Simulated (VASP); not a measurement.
# CdF2 (Fm-3m) in VASP: single point with PBE

Aim: the single point of CdF2 with PBE.

All numbers are computed with VASP 6.6.1; they aren't measurements. Logs are shortened: lines on timing, memory, paths and dates and some standing lists are left out, and cuts for length are marked.

### 1 The structure

It takes space group Fm-3m (No. 225, cubic). Conventional cell: a = 5.394 Å, b = 5.394 Å, c = 5.394 Å, α = 90.00°, β = 90.00°, γ = 90.00°. Around Cd (site symmetry m-3m) lie 8 F at 2.34 Å. F (site symmetry -43m) has 4 Cd at 2.34 Å as nearest neighbours.

### 2 Single point, PBE

Input file INCAR:

```
SYSTEM = CdF2
PREC     = Accurate       ! precision mode
ENCUT    = 520            ! plane-wave cutoff, eV
EDIFF    = 1E-6           ! SCF threshold, eV
ISMEAR   = -1             ! smearing method
SIGMA    = 0.1            ! smearing width, eV
LREAL    = .FALSE.        ! projectors in reciprocal space
LASPH    = .TRUE.         ! aspherical terms in the spheres
NELM     = 100            ! most SCF steps
ALGO     = Normal         ! electronic algorithm
ISIF     = 2              ! what is computed and relaxed
LWAVE    = .FALSE.        ! write WAVECAR
LCHARG   = .TRUE.         ! write CHGCAR
GGA      = PE             ! functional
LELF     = .TRUE.         ! ELF
LVHAR    = .TRUE.       
NBANDS   = 20             ! bands
```

Input file KPOINTS:

```
regular mesh
0
G
  8 8 8
  0 0 0
```

Input file POSCAR:

```
CdF2
1.0
    0.0000000000      2.6968830000      2.6968830000
    2.6968830000      0.0000000000      2.6968830000
    2.6968830000      2.6968830000      0.0000000000
Cd F
1 2
Direct
    0.0000000000      0.0000000000      0.0000000000
    0.2500000000      0.2500000000      0.2500000000
    0.7500000000      0.7500000000      0.7500000000
```

Potentials or basis: VASP PAW PBE potentials, release 64 (Cd, F).

Started as:

```bash
$ cat potpaw_PBE.64/Cd/POTCAR potpaw_PBE.64/F/POTCAR > POTCAR
$ mpirun -np 1 vasp_std > vasp.out
```

OUTCAR:

```text
SYSTEM = CdF2
   PREC = Accurate
   ENCUT = 520
   EDIFF = 1E-6
   ISMEAR = -1
   LREAL = .FALSE.
   LASPH = .TRUE.
   NELM = 100
   ISIF = 2
   GGA = PE

 ion  position               nearest neighbor table
   1  0.000  0.000  0.000-   2 2.34   3 2.34   3 2.34   3 2.34   3 2.34   2 2.34   2 2.34   2 2.34

   2  0.250  0.250  0.250-   1 2.34   1 2.34   1 2.34   1 2.34
   3  0.750  0.750  0.750-   1 2.34   1 2.34   1 2.34   1 2.34

  LATTYP: Found a face centered cubic cell.
 ALAT       =     5.3937660000

  Lattice vectors:

 A1 = (   0.0000000000,   2.6968830000,   2.6968830000)
 A2 = (   2.6968830000,   0.0000000000,   2.6968830000)
 A3 = (   2.6968830000,   2.6968830000,   0.0000000000)

Analysis of symmetry for initial positions (statically):
=====================================================================
 Subroutine PRICEL returns:
 Original cell was already a primitive cell.

 Routine SETGRP: Setting up the symmetry group for a
 face centered cubic supercell.

 Subroutine GETGRP returns: Found 48 space group operations
 (whereof 48 operations were pure point group operations)
 out of a pool of 48 trial point group operations.

The static configuration has the point symmetry O_h .

Analysis of symmetry for dynamics (positions and initial velocities):
=====================================================================
 Subroutine PRICEL returns:
 Original cell was already a primitive cell.

 Routine SETGRP: Setting up the symmetry group for a
 face centered cubic supercell.

 Subroutine GETGRP returns: Found 48 space group operations
 (whereof 48 operations were pure point group operations)
 out of a pool of 48 trial point group operations.

The dynamic configuration has the point symmetry O_h .

 Subroutine INISYM returns: Found 48 space group operations
 (whereof 48 operations are pure point group operations),
 and found     1 'primitive' translations

----------------------------------------------------------------------------------------

                                     Primitive cell

  volume of cell :      39.2298

  direct lattice vectors                    reciprocal lattice vectors
     0.000000000  2.696883000  2.696883000    -0.185399218  0.185399218  0.185399218
     2.696883000  0.000000000  2.696883000     0.185399218 -0.185399218  0.185399218
     2.696883000  2.696883000  0.000000000     0.185399218  0.185399218 -0.185399218

  length of vectors
     3.813968515  3.813968515  3.813968515     0.321120866  0.321120866  0.321120866

  position of ions in fractional coordinates (direct lattice)
     0.000000000  0.000000000  0.000000000
     0.250000000  0.250000000  0.250000000
     0.750000000  0.750000000  0.750000000

  ion indices of the primitive-cell ions
   primitive index   ion index
                 1           1
                 2           2
                 3           3

----------------------------------------------------------------------------------------

 KPOINTS: regular mesh

Automatic generation of k-mesh.
 Grid dimensions read from file:
 generate k-points for:    8    8    8

 Generating k-lattice:

  Cartesian coordinates                     Fractional coordinates (reciprocal lattice)
    -0.023174902  0.023174902  0.023174902     0.125000000  0.000000000  0.000000000
     0.023174902 -0.023174902  0.023174902     0.000000000  0.125000000  0.000000000
     0.023174902  0.023174902 -0.023174902     0.000000000  0.000000000  0.125000000

  Length of vectors
     0.040140108  0.040140108  0.040140108

  Shift w.r.t. Gamma in fractional coordinates (k-lattice)
     0.000000000  0.000000000  0.000000000

 Subroutine IBZKPT returns following result:
 ===========================================

 Found     29 irreducible k-points:

 Following reciprocal coordinates:
            Coordinates               Weight
  0.000000  0.000000  0.000000      1.000000
  0.125000  0.000000  0.000000      8.000000
  0.250000  0.000000  0.000000      8.000000
  0.375000  0.000000  0.000000      8.000000
  0.500000  0.000000  0.000000      4.000000
  0.125000  0.125000  0.000000      6.000000
[... 16 lines left out ...]
  0.500000  0.250000  0.125000     48.000000
 -0.375000  0.250000  0.125000     24.000000
 [... further k-points ...]
   k-points           NKPTS =     29   k-points in BZ     NKDIM =     29   number of bands    NBANDS=     20
   number of dos      NEDOS =    301   number of ions     NIONS =      3
   total plane-waves  NPLWV =  21952
   dimension x,y,z NGX =    28 NGY =   28 NGZ =   28
   dimension x,y,z NGXF=    56 NGYF=   56 NGZF=   56
   ions per type =               1   2
   NGX,Y,Z   is equivalent  to a cutoff of  12.20, 12.20, 12.20 a.u.
   NGXF,Y,Z  is equivalent  to a cutoff of  24.41, 24.41, 24.41 a.u.
 SYSTEM =  CdF2
   PREC   = accura    normal or accurate (medium, high low for compatibility)
   ISTART =      0    job   : 0-new  1-cont  2-samecut
   ICHARG =      2    charge: 1-file 2-atom 10-const
   ISPIN  =      1    spin polarized calculation?
   LNONCOLLINEAR =      F non collinear calculations
   LSORBIT =      F    spin-orbit coupling
   LASPH  =      T    aspherical Exc in radial PAW
   ENCUT  =  520.0 eV  38.22 Ry    6.18 a.u.   7.09  7.09  7.09*2*pi/ulx,y,z
   NELM   =    100;   NELMIN=  2; NELMDL= -5     # of ELM steps
   EDIFF  = 0.1E-05   stopping-criterion for ELM
   LREAL  =      F    real-space projection
   EDIFFG = 0.1E-04   stopping-criterion for IOM
   NSW    =      0    number of steps for IOM
   IBRION =     -1    ionic relax: 0-MD 1-quasi-New 2-CG
   NFREE  =      0    steps in history (QN), initial steepest desc. (CG)
   ISIF   =      2    stress and relaxation
   ISYM   =      2    0-nonsym 1-usesym 2-fastsym
   POTIM  = 0.5000    time-step for ionic-motion
   TEBEG  =    0.0;   TEEND  =   0.0 temperature during run
   PSTRESS=    0.0 pullay stress
   NELECT =      26.0000    total number of electrons
   NUPDOWN=      -1.0000    fix difference up-down
   EMIN   =  10.00;   EMAX   =-10.00  energy-range for DOS
   EFERMI =   0.00;   METHOD = LEGACY
   ISMEAR =    -1;   SIGMA  =   0.10  broadening in eV -4-tet -1-fermi 0-gaus
   EFERMI_NEDOS =   21; number of points for ismear=-14 and -15
   IALGO  =     38    algorithm
   IMIX   =      4    mixing-type and parameters
     AMIX     =   0.40;   BMIX     =  1.00
     AMIX_MAG =   1.60;   BMIX_MAG =  1.00
  volume/ion in A,a.u.               =      13.08        88.25
  Fermi-wavevector in a.u.,A,eV,Ry     =   1.427339  2.697280 27.719109  2.037297
  Thomas-Fermi vector in A             =   2.547519
   LORBIT       =      0    0 simple, 1 ext, 2 COOP (PROOUT), +10 PAW based schemes
   GGA     = PE    functional components
   LHFCALC =     F    Hartree Fock is set to
   AEXX    =    0.0000 exact exchange contribution
   IVDW    =     0    specifies the selected vdW correction
   LEPSILON=     F    determine dielectric tensor
   LRPA    =     F    only Hartree local field effects (RPA)
 non-spin polarized calculation
  energy-cutoff  :      520.00
  volume of cell :       39.23
 maximum number of plane-waves:      1067
   NGX = 15   NGY = 15   NGZ = 15

 number of electron      25.9999987 magnetization

 Free energy of the ion-electron system (eV)
  ---------------------------------------------------
  ext. energy  EPLUGINS =         0.00000000
  ---------------------------------------------------
  free energy    TOTEN  =       -10.86431059 eV

  energy without entropy =      -10.86431056  energy(sigma->0) =      -10.86431057

 E-fermi :   0.4136     XC(G=0): -10.3947

 val. band max:       -1.3357536844   @ k =  -0.2500   0.5000   0.2500
 cond. band min:       1.7208756972   @ k =   0.0000   0.0000   0.0000
 fundamental gap:      3.0566293816
 Fermi energy:         0.4136364191

 k-point     1 :       0.0000    0.0000    0.0000
  band No.  band energies     occupation
      1     -22.1230      2.00000
      2     -21.0273      2.00000
      3      -6.9412      2.00000
      4      -6.9412      2.00000
      5      -6.9412      2.00000
      6      -5.7477      2.00000
[... 12 lines left out ...]
     19      18.5390      0.00000
     20      18.5390      0.00000

 k-point     2 :       0.1250    0.0000    0.0000
  band No.  band energies     occupation
      1     -22.0737      2.00000
      2     -21.0704      2.00000
      3      -6.8828      2.00000
      4      -6.8828      2.00000
      5      -6.7768      2.00000
      6      -5.7652      2.00000
[... 12 lines left out ...]
     19      18.1383      0.00000
     20      18.1383      0.00000

 k-point     3 :       0.2500    0.0000    0.0000
  band No.  band energies     occupation
      1     -21.9402      2.00000
      2     -21.1896      2.00000
      3      -6.7482      2.00000
      4      -6.7482      2.00000
      5      -6.3358      2.00000
      6      -5.7793      2.00000
[... 12 lines left out ...]
     19      17.4719      0.00000
     20      18.2120      0.00000

 k-point     4 :       0.3750    0.0000    0.0000
  band No.  band energies     occupation
      1     -21.7562      2.00000
      2     -21.3559      2.00000
      3      -6.6379      2.00000
      4      -6.6379      2.00000
      5      -5.7850      2.00000
      6      -5.7283      2.00000
[... 12 lines left out ...]
     19      16.9970      0.00000
     20      17.7426      0.00000

 k-point     5 :       0.5000    0.0000    0.0000
  band No.  band energies     occupation
      1     -21.5888      2.00000
      2     -21.5152      2.00000
      3      -6.6047      2.00000
      4      -6.6047      2.00000
      5      -5.6774      2.00000
      6      -5.6774      2.00000
[... 12 lines left out ...]
     19      16.8282      0.00000
     20      17.3951      0.00000

 k-point     6 :       0.1250    0.1250    0.0000
  band No.  band energies     occupation
      1     -22.0587      2.00000
      2     -21.0831      2.00000
      3      -6.8547      2.00000
      4      -6.8547      2.00000
      5      -6.7343      2.00000
      6      -5.8268      2.00000
[... 12 lines left out ...]
     19      18.2803      0.00000
     20      18.6894      0.00000

 k-point     7 :       0.2500    0.1250    0.0000
  band No.  band energies     occupation
      1     -21.9568      2.00000
      2     -21.1717      2.00000
      3      -6.7312      2.00000
      4      -6.7303      2.00000
      5      -6.4016      2.00000
      6      -5.9088      2.00000
[... 12 lines left out ...]
     19      18.4484      0.00000
     20      19.4872      0.00000
[... 277 lines left out ...]
 k-point    20 :      -0.3750    0.3750    0.0000
  band No.  band energies     occupation
      1     -21.5829      2.00000
      2     -21.4808      2.00000
      3      -6.5236      2.00000
      4      -6.1153      2.00000
      5      -5.8265      2.00000
      6      -5.8044      2.00000
[... 12 lines left out ...]
     19      19.1428      0.00000
     20      19.6423      0.00000

 k-point    21 :       0.5000    0.5000    0.0000
  band No.  band energies     occupation
      1     -21.6582      2.00000
      2     -21.3964      2.00000
      3      -6.7260      2.00000
      4      -5.9941      2.00000
      5      -5.9941      2.00000
      6      -5.6331      2.00000
[... 12 lines left out ...]
     19      18.0862      0.00000
     20      20.0872      0.00000

 k-point    22 :       0.3750    0.2500    0.1250
  band No.  band energies     occupation
      1     -21.8470      2.00000
      2     -21.2640      2.00000
      3      -6.6092      2.00000
      4      -6.5696      2.00000
      5      -6.0719      2.00000
      6      -6.0102      2.00000
[... 12 lines left out ...]
     19      18.1144      0.00000
     20      20.4762      0.00000

 k-point    23 :       0.5000    0.2500    0.1250
  band No.  band energies     occupation
      1     -21.6990      2.00000
      2     -21.3925      2.00000
      3      -6.5189      2.00000
      4      -6.4203      2.00000
      5      -5.9754      2.00000
      6      -5.7406      2.00000
[... 12 lines left out ...]
     19      17.5684      0.00000
     20      20.5217      0.00000

 k-point    24 :      -0.3750    0.2500    0.1250
  band No.  band energies     occupation
      1     -21.5597      2.00000
      2     -21.5228      2.00000
      3      -6.4894      2.00000
      4      -6.3820      2.00000
      5      -5.8017      2.00000
      6      -5.7801      2.00000
[... 12 lines left out ...]
     19      17.3559      0.00000
     20      20.9299      0.00000

 [... further k-points ...]

------------------------ aborting loop because EDIFF is reached ----------------------------------------

  FORCE on cell =-STRESS in cart. coord.  units (eV):
  Direction    XX          YY          ZZ          XY          YZ          ZX
  --------------------------------------------------------------------------------------
  -------------------------------------------------------------------------------------
  Total        1.4232161      1.4232161      1.4232161      0.0000000     -0.0000000      0.0000000
  in kB       58.1252861     58.1252861     58.1252861      0.0000000     -0.0000000      0.0000000
  external PRESSURE =      58.1252861 kB  Pullay stress =       0.0000000 kB

 VOLUME and BASIS-vectors are now :
 -----------------------------------------------------------------------------
  energy-cutoff  :      520.00
  volume of cell :       39.23
      direct lattice vectors                 reciprocal lattice vectors
     0.000000000  2.696883000  2.696883000    -0.185399218  0.185399218  0.185399218
     2.696883000  0.000000000  2.696883000     0.185399218 -0.185399218  0.185399218
     2.696883000  2.696883000  0.000000000     0.185399218  0.185399218 -0.185399218

 POSITION                                       TOTAL-FORCE (eV/Angst)
 -----------------------------------------------------------------------------------
      0.00000      0.00000      0.00000        -0.000000     -0.000000     -0.000000
      1.34844      1.34844      1.34844         0.000000      0.000000     -0.000000
      4.04532      4.04532      4.04532        -0.000000     -0.000000      0.000000
 -----------------------------------------------------------------------------------
    total drift:                                0.000000      0.000000      0.000000

  FREE ENERGIE OF THE ION-ELECTRON SYSTEM (eV)
  ---------------------------------------------------
  free  energy   TOTEN  =       -10.8643105878 eV

  energy  without entropy=      -10.8643105590  energy(sigma->0) =      -10.86431057
```

Wall time 9.9 s (1 thread of Intel Xeon 6975P-C (Granite Rapids), shared host); peak memory 0.16 GiB.

Results:

```yaml
Free_energy: -10.8643 eV
Pressure: 5.8 GPa
Band_gap_on_the_k_mesh: 3.06 eV, indirect (least direct gap 3.56 eV)
```

Levels at points of the mesh, in eV from the valence-band top:
```tsv
k point	band 9	band 10	band 11	band 12	band 13	band 14	band 15	band 16	band 17	band 18
(0.00, 0.00, 0.00)	-0.96	-0.96	-0.50	-0.50	-0.50	3.06	12.69	12.69	12.69	17.61
(0.50, 0.00, 0.00)	-2.26	-1.83	-1.83	-0.40	-0.40	7.15	9.15	14.47	14.47	18.16
(0.50, 0.50, 0.00)	-2.94	-2.94	-0.49	-0.09	-0.09	7.98	9.64	11.92	14.26	14.26
```

A k mesh can miss the band edges. A hybrid or GW would open this gap; PBE tends to underestimate it.
